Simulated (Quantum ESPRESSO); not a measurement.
# AlN (P6_3mc) in Quantum ESPRESSO: notebook, part 2 of 2

Quantum ESPRESSO 7.5.

## 3. Band structure, PBE

pw.in

```
&CONTROL
  calculation = 'scf'
  prefix = 'pwscf'
  outdir = './tmp'
  pseudo_dir = './pseudo'
  tprnfor = .true.
  tstress = .true.
  disk_io = 'low'
/
&SYSTEM
  ibrav = 0
  celldm(1) = 8
  nat = 4
  ntyp = 2
  ecutwfc = 60
  ecutrho = 480
  nbnd = 14
  occupations = 'smearing'
  smearing = 'fd'
  degauss = 0.00367493
/
&ELECTRONS
  conv_thr = 8d-10
  electron_maxstep = 120
  mixing_beta = 0.5
/
ATOMIC_SPECIES
Al    26.9815 Al.pbe-n-kjpaw_psl.1.0.0.UPF
N     14.0070 N.pbe-n-radius_5.UPF
CELL_PARAMETERS alat
  0.7353396782450   0.0000000000000   0.0000000000000
 -0.3676698391225   0.6368228417753   0.0000000000000
  0.0000000000000   0.0000000000000   1.1765907283451
ATOMIC_POSITIONS crystal
Al     0.6666666667    0.3333333333    0.5000000000
Al     0.3333333333    0.6666666667    0.0000000000
N      0.6666666667    0.3333333333    0.8800000000
N      0.3333333333    0.6666666667    0.3800000000
K_POINTS automatic
10 10 6 0 0 0
```

bands.in

```
&CONTROL
  calculation = 'bands'
  prefix = 'pwscf'
  outdir = './tmp'
  pseudo_dir = './pseudo'
  disk_io = 'low'
  verbosity = 'high'
/
&SYSTEM
  ibrav = 0
  celldm(1) = 8
  nat = 4
  ntyp = 2
  ecutwfc = 60
  ecutrho = 480
  nbnd = 14
  occupations = 'smearing'
  smearing = 'fd'
  degauss = 0.00367493
/
&ELECTRONS
  conv_thr = 1d-08
  electron_maxstep = 120
  mixing_beta = 0.5
  diago_full_acc = .true.
  startingwfc = 'random'
/
ATOMIC_SPECIES
Al    26.9815 Al.pbe-n-kjpaw_psl.1.0.0.UPF
N     14.0070 N.pbe-n-radius_5.UPF
CELL_PARAMETERS alat
  0.7353396782450   0.0000000000000   0.0000000000000
 -0.3676698391225   0.6368228417753   0.0000000000000
  0.0000000000000   0.0000000000000   1.1765907283451
ATOMIC_POSITIONS crystal
Al     0.6666666667    0.3333333333    0.5000000000
Al     0.3333333333    0.6666666667    0.0000000000
N      0.6666666667    0.3333333333    0.8800000000
N      0.3333333333    0.6666666667    0.3800000000
K_POINTS crystal
60
 0.0000000000  0.0000000000  0.0000000000 1
 0.0714285714  0.0000000000  0.0000000000 1
 0.1428571429  0.0000000000  0.0000000000 1
 0.2142857143  0.0000000000  0.0000000000 1
 0.2857142857  0.0000000000  0.0000000000 1
 0.3571428571  0.0000000000  0.0000000000 1
 0.4285714286  0.0000000000  0.0000000000 1
 0.5000000000  0.0000000000  0.0000000000 1
 0.4583333333  0.0833333333  0.0000000000 1
 0.4166666667  0.1666666667  0.0000000000 1
 0.3750000000  0.2500000000  0.0000000000 1
 0.3333333333  0.3333333333  0.0000000000 1
 0.2962962963  0.2962962963  0.0000000000 1
 0.2592592593  0.2592592593  0.0000000000 1
 0.2222222222  0.2222222222  0.0000000000 1
 0.1851851852  0.1851851852  0.0000000000 1
 0.1481481481  0.1481481481  0.0000000000 1
 0.1111111111  0.1111111111  0.0000000000 1
 0.0740740741  0.0740740741  0.0000000000 1
 0.0370370370  0.0370370370  0.0000000000 1
 0.0000000000  0.0000000000  0.0000000000 1
 0.0000000000  0.0000000000  0.1250000000 1
 0.0000000000  0.0000000000  0.2500000000 1
 0.0000000000  0.0000000000  0.3750000000 1
 0.0000000000  0.0000000000  0.5000000000 1
 0.0625000000  0.0000000000  0.5000000000 1
 0.1250000000  0.0000000000  0.5000000000 1
 0.1875000000  0.0000000000  0.5000000000 1
 0.2500000000  0.0000000000  0.5000000000 1
 0.3125000000  0.0000000000  0.5000000000 1
 0.3750000000  0.0000000000  0.5000000000 1
 0.4375000000  0.0000000000  0.5000000000 1
 0.5000000000  0.0000000000  0.5000000000 1
 0.4666666667  0.0666666667  0.5000000000 1
 0.4333333333  0.1333333333  0.5000000000 1
 0.4000000000  0.2000000000  0.5000000000 1
 0.3666666667  0.2666666667  0.5000000000 1
 0.3333333333  0.3333333333  0.5000000000 1
 0.3030303030  0.3030303030  0.5000000000 1
 0.2727272727  0.2727272727  0.5000000000 1
 0.2424242424  0.2424242424  0.5000000000 1
 0.2121212121  0.2121212121  0.5000000000 1
 0.1818181818  0.1818181818  0.5000000000 1
 0.1515151515  0.1515151515  0.5000000000 1
 0.1212121212  0.1212121212  0.5000000000 1
 0.0909090909  0.0909090909  0.5000000000 1
 0.0606060606  0.0606060606  0.5000000000 1
 0.0303030303  0.0303030303  0.5000000000 1
 0.0000000000  0.0000000000  0.5000000000 1
 0.5000000000  0.0000000000  0.5000000000 1
 0.5000000000  0.0000000000  0.4000000000 1
 0.5000000000  0.0000000000  0.3000000000 1
 0.5000000000  0.0000000000  0.2000000000 1
 0.5000000000  0.0000000000  0.1000000000 1
 0.5000000000  0.0000000000  0.0000000000 1
 0.3333333333  0.3333333333  0.0000000000 1
 0.3333333333  0.3333333333  0.1250000000 1
 0.3333333333  0.3333333333  0.2500000000 1
 0.3333333333  0.3333333333  0.3750000000 1
 0.3333333333  0.3333333333  0.5000000000 1
```

Potentials or basis: SSSP 1.3 efficiency PBE.

Started as:

```bash
$ OMP_NUM_THREADS=1 pw.x -in pw.in > pw.out
$ OMP_NUM_THREADS=1 pw.x -in bands.in > bands.out
```

pw.out:

```text
This program is part of the open-source Quantum ESPRESSO suite
     for quantum simulation of materials; please cite
         "P. Giannozzi et al., J. Phys.:Condens. Matter 21 395502 (2009);
         "P. Giannozzi et al., J. Phys.:Condens. Matter 29 465901 (2017);
         "P. Giannozzi et al., J. Chem. Phys. 152 154105 (2020);
     in publications or presentations arising from this work. More details at

     file Al.pbe-n-kjpaw_psl.1.0.0.UPF: wavefunction(s)  3S 3P renormalized
     Message from routine setup:
     using ibrav=0 with symmetry is DISCOURAGED, use correct ibrav instead

     G-vector sticks info
     --------------------
     sticks:   dense  smooth     PW     G-vecs:    dense   smooth      PW
     Sum        1147     583    163                50135    17789    2863

     Using Slab Decomposition

     bravais-lattice index     =            0
     lattice parameter (alat)  =       8.0000  a.u.
     unit-cell volume          =     282.0993 (a.u.)^3
     number of atoms/cell      =            4
     number of atomic types    =            2
     number of electrons       =        16.00
     number of Kohn-Sham states=           14
     kinetic-energy cutoff     =      60.0000  Ry
     charge density cutoff     =     480.0000  Ry
     scf convergence threshold =      8.0E-10
     mixing beta               =       0.5000
     number of iterations used =            8  plain     mixing
     Exchange-correlation= PBE
                           (   1   4   3   4   0   0   0)

     celldm(1)=   8.000000  celldm(2)=   0.000000  celldm(3)=   0.000000
     celldm(4)=   0.000000  celldm(5)=   0.000000  celldm(6)=   0.000000

     crystal axes: (cart. coord. in units of alat)
               a(1) = (   0.735340   0.000000   0.000000 )
               a(2) = (  -0.367670   0.636823   0.000000 )
               a(3) = (   0.000000   0.000000   1.176591 )

     reciprocal axes: (cart. coord. in units 2 pi/alat)
               b(1) = (  1.359916  0.785148 -0.000000 )
               b(2) = (  0.000000  1.570295  0.000000 )
               b(3) = (  0.000000 -0.000000  0.849913 )

     PseudoPot. # 1 for Al read from file:
     Al.pbe-n-kjpaw_psl.1.0.0.UPF
     Pseudo is Projector augmented-wave + core cor, Zval =  3.0
     Generated using "atomic" code by A. Dal Corso  v.5.1
     Shape of augmentation charge: PSQ
     Using radial grid of 1135 points,  6 beta functions with:
                l(1) =   0
                l(2) =   0
                l(3) =   1
                l(4) =   1
                l(5) =   2
                l(6) =   2
     Q(r) pseudized with 0 coefficients

     PseudoPot. # 2 for N  read from file:
     N.pbe-n-radius_5.UPF
     Pseudo is Ultrasoft + core correction, Zval =  5.0
     Generated using "atomic" code by A. Dal Corso  v.5.1
     Using radial grid of 1085 points,  4 beta functions with:
                l(1) =   0
                l(2) =   0
                l(3) =   1
                l(4) =   1
     Q(r) pseudized with 0 coefficients

     atomic species   valence    mass     pseudopotential
     Al                3.00    26.98150     Al( 1.00)
     N                 5.00    14.00700     N ( 1.00)

     12 Sym. Ops. (no inversion) found ( 6 have fractional translation)

   Cartesian axes

     site n.     atom                  positions (alat units)
         1        Al     tau(   1) = (   0.3676698   0.2122743   0.5882954  )
         2        Al     tau(   2) = (  -0.0000000   0.4245486   0.0000000  )
         3        N      tau(   3) = (   0.3676698   0.2122743   1.0353998  )
         4        N      tau(   4) = (  -0.0000000   0.4245486   0.4471045  )

     number of k points=    56  Fermi-Dirac smearing, width (Ry)=  0.0037
                       cart. coord. in units 2pi/alat
        k(    1) = (   0.0000000   0.0000000   0.0000000), wk =   0.0033333
        k(    2) = (   0.0000000   0.0000000   0.1416522), wk =   0.0066667
        k(    3) = (   0.0000000   0.0000000   0.2833044), wk =   0.0066667
        k(    4) = (   0.0000000   0.0000000  -0.4249566), wk =   0.0033333
        k(    5) = (   0.0000000   0.1570295   0.0000000), wk =   0.0200000
        k(    6) = (   0.0000000   0.1570295   0.1416522), wk =   0.0400000
[... 48 lines left out ...]
        k(   55) = (   0.4079747   0.7066329   0.2833044), wk =   0.0400000
        k(   56) = (   0.4079747   0.7066329  -0.4249566), wk =   0.0200000

     Dense  grid:    50135 G-vectors     FFT dimensions: (  45,  45,  72)

     Smooth grid:    17789 G-vectors     FFT dimensions: (  30,  30,  48)

     Initial potential from superposition of free atoms

     starting charge      15.9954, renormalised to      16.0000
     Starting wfcs are   16 randomized atomic wfcs

     Self-consistent Calculation

     iteration #  1     ecut=    60.00 Ry     beta= 0.50
     Davidson diagonalization with overlap
     ethr =  1.00E-02,  avg # of iterations =  4.6

     total energy              =    -119.42766206 Ry
     estimated scf accuracy    <       1.20679044 Ry
[... 96 lines left out ...]
     iteration # 15     ecut=    60.00 Ry     beta= 0.50
     Davidson diagonalization with overlap
     ethr =  1.00E-11,  avg # of iterations =  2.3

     End of self-consistent calculation

          k = 0.0000 0.0000 0.0000 (  2237 PWs)   bands (ev):

    -8.0764  -5.9273   1.1061   6.2503   6.2503   6.9029   6.9029   7.0823
    11.3152  13.7548  17.7016  18.2527  18.2527  20.2372
[... 108 lines left out ...]
    -5.9240  -5.5704   1.3722   1.9554   4.9599   5.3199   6.0114   6.0149
    12.0631  12.9267  16.1736  16.8779  18.4144  19.3793

          k = 0.0000-0.7851-0.4250 (  2220 PWs)   bands (ev):

    -5.7408  -5.7408   1.5088   1.5088   5.6471   5.6471   5.7319   5.7319
    12.4126  12.4126  16.3780  16.3780  18.9187  18.9187

          k = 0.1360 0.2355 0.0000 (  2219 PWs)   bands (ev):
[... 156 lines left out ...]
    -5.5706  -5.5706   2.1844   2.1844   3.4636   3.4636   6.2741   6.2741
    14.1825  14.1825  15.3565  15.3565  18.9118  18.9118

     the Fermi energy is     9.7446 ev

!    total energy              =    -119.79417573 Ry
     estimated scf accuracy    <          2.0E-10 Ry
     smearing contrib. (-TS)   =      -0.00000000 Ry
     internal energy E=F+TS    =    -119.79417573 Ry

     The total energy is F=E-TS. E is the sum of the following terms:
     one-electron contribution =      -1.80925932 Ry
     hartree contribution      =      11.40814941 Ry
     xc contribution           =     -16.53359510 Ry
     ewald contribution        =     -43.48644828 Ry
     one-center paw contrib.   =     -69.37302243 Ry

     convergence has been achieved in  15 iterations

     Forces acting on atoms (cartesian axes, Ry/au):

     atom    1 type  1   force =     0.00000000    0.00000000   -0.00508367
     atom    2 type  1   force =     0.00000000    0.00000000   -0.00508367
     atom    3 type  2   force =     0.00000000   -0.00000000    0.00508367
     atom    4 type  2   force =     0.00000000    0.00000000    0.00508367

     Total force =     0.010167     Total SCF correction =     0.000002

     Computing stress (Cartesian axis) and pressure

          total   stress  (Ry/bohr**3)                   (kbar)     P=       38.37
   0.00022446   0.00000000   0.00000000           33.02        0.00        0.00
   0.00000000   0.00022446   0.00000000            0.00       33.02        0.00
   0.00000000   0.00000000   0.00033350            0.00        0.00       49.06

=------------------------------------------------------------------------------=
   JOB DONE.
=------------------------------------------------------------------------------=
```

bands.out:

```text
This program is part of the open-source Quantum ESPRESSO suite
     for quantum simulation of materials; please cite
         "P. Giannozzi et al., J. Phys.:Condens. Matter 21 395502 (2009);
         "P. Giannozzi et al., J. Phys.:Condens. Matter 29 465901 (2017);
         "P. Giannozzi et al., J. Chem. Phys. 152 154105 (2020);
[... 473 lines left out ...]
    -8.0765  -5.9273   1.1061   6.2502   6.2502   6.9028   6.9028   7.0822
    11.3152  13.7548  17.7015  18.2527  18.2527  20.2372
[... 293 lines left out ...]
    -5.5367  -5.5367   2.2705   2.2705   3.2520   3.2520   6.3016   6.3016
    14.5203  14.5203  14.9517  14.9517  19.0145  19.0145

=------------------------------------------------------------------------------=
   JOB DONE.
=------------------------------------------------------------------------------=
```

Run time: 90 s. Hardware: 1 thread of Arm Neoverse V1, shared host; peak memory 0.25 GiB.

Results:

```yaml
Free_energy: -1629.8828 eV
Pressure: 3.8 GPa
Largest_force: 0.131 eV/Å
Band_gap_on_the_k_mesh: 4.23 eV, direct
Band_gap_along_the_path: 4.23 eV, direct
```

Forces on the atoms (eV/Å):
```
Al   0.000  0.000 -0.131
Al   0.000  0.000 -0.131
N    0.000  0.000  0.131
N    0.000  0.000  0.131
```

Stress tensor (GPa, compression positive):
```
3.30 0.00 0.00
0.00 3.30 0.00
0.00 0.00 4.91
```

Levels at the corners of the path, in eV from the valence-band top:
```
point  band 5  band 6  band 7  band 8  band 9  band 10  band 11  band 12
    Γ   -0.83   -0.18   -0.18    0.00    4.23     6.67    10.62    11.17
    M   -3.33   -2.06   -1.77   -0.66    5.82     5.83     8.21    10.30
    K   -3.75   -2.42   -2.37   -2.37    5.06     8.37     9.70     9.70
    Γ   -0.83   -0.18   -0.18    0.00    4.23     6.67    10.62    11.17
    A   -0.52   -0.52   -0.52   -0.52    6.48     6.48    10.35    10.35
    L   -1.44   -1.44   -1.35   -1.35    5.33     5.33     9.30     9.30
    H   -3.83   -3.83   -0.78   -0.78    7.44     7.44     7.87     7.87
    A   -0.52   -0.52   -0.52   -0.52    6.48     6.48    10.35    10.35
    L   -1.44   -1.44   -1.35   -1.35    5.33     5.33     9.30     9.30
    M   -3.33   -2.06   -1.77   -0.66    5.82     5.83     8.21    10.30
    K   -3.75   -2.42   -2.37   -2.37    5.06     8.37     9.70     9.70
    H   -3.83   -3.83   -0.78   -0.78    7.44     7.44     7.87     7.87
```

Caveat: some levels on the path didn't converge.

## 4. How close it comes

Step 2. Measured gap of AlN: 6.034 eV (an exciton energy, a little under the gap; 10 K; quoted in “Self-assembly of well-separated AlN nanowires directly on sputtered metallic TiN films”, 2019, arxiv:1910.07391). This calculation gives 4.23 eV (-1.80 eV). 2 values of this kind are on record (6.034 to 6.0343 eV); this one was drawn at random. The value is that of PBE, without temperature or zero-point motion. Semilocal functionals fall short of measured gaps as a rule.

Step 3. Against the measured gap of AlN, 6.0343 eV (an exciton energy, a little under the gap; 0 K; quoted in “Structural and optical properties of self-assembled AlN nanowires grown on SiO2/Si substrates by molecular beam epitaxy”, 2024, arxiv:2402.00216), the calculated 4.23 eV is off by -1.80 eV. 2 values of this kind are on record (6.034 to 6.0343 eV); this one was drawn at random. The value is that of PBE, without temperature or zero-point motion. Semilocal functionals fall short of measured gaps as a rule.
